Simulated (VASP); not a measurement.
Set up this calculation in VASP 6.6.1, as the native input.

- Task: relaxation of cell and atoms
- Functional: r2SCAN
- Potentials or basis: VASP PAW PBE potentials, release 64 (Si)
- Cutoff: 600 eV
- k mesh: 10 × 10 × 10
- Occupations: gaussian, width 0.03 eV
- Spin: no spin polarisation
- Further INCAR settings: ALGO = Normal; EDIFF = 1e-06; IBRION = 2; EDIFFG = -0.01; NSW = 90; ISIF = 3

The structure of Si lies in POSCAR:

```
Si
1.0
    0.0000000000      2.7135600000      2.7135600000
    2.7135600000      0.0000000000      2.7135600000
    2.7135600000      2.7135600000      0.0000000000
Si
2
Direct
    0.7500000000      0.7500000000      0.7500000000
    0.5000000000      0.5000000000      0.5000000000
```

One way to write it, as run:

INCAR

```
PREC = Accurate
ENCUT = 600
EDIFF = 1E-6
ISMEAR = 0
SIGMA = 0.03
LREAL = F
LASPH = T
NELM = 80
ALGO = Normal
ISIF = 3
LWAVE = F
LCHARG = F
METAGGA = R2SCAN
LMIXTAU = T
IBRION = 2
NSW = 90
EDIFFG = -0.01
```

KPOINTS

```
regular mesh
0
Gamma
  10 10 10
```

Potentials or basis: VASP PAW PBE potentials, release 64 (Si).

Run with:

```sh
$ cat potpaw_PBE.64/Si/POTCAR > POTCAR
$ mpirun -np 1 vasp_std > vasp.out
```

Results of the run:

```json
{"Relaxed volume": "20.12 Å³/atom", "Relaxed cell": "a = 3.846 Å, b = 3.846 Å, c = 3.846 Å, α = 60.00°, β = 60.00°, γ = 60.00°", "Space group after relaxing (to 0.05 Å)": "Fd-3m (No. 227)", "Energy gained by relaxing": "0.3 meV/atom", "Ionic steps": "3", "Pressure after relaxing": "0.0 GPa", "Band gap on the k mesh": "0.79 eV, indirect (least direct gap 2.76 eV)"}
```

Caveat: the PAW data sets were made with another functional, which shifts forces and pressure a little.

Run time: 74 s on 1 thread of Intel(R) Xeon(R) Platinum 8488C (Sapphire Rapids), with other jobs on the host, peak memory 0.18 GiB.
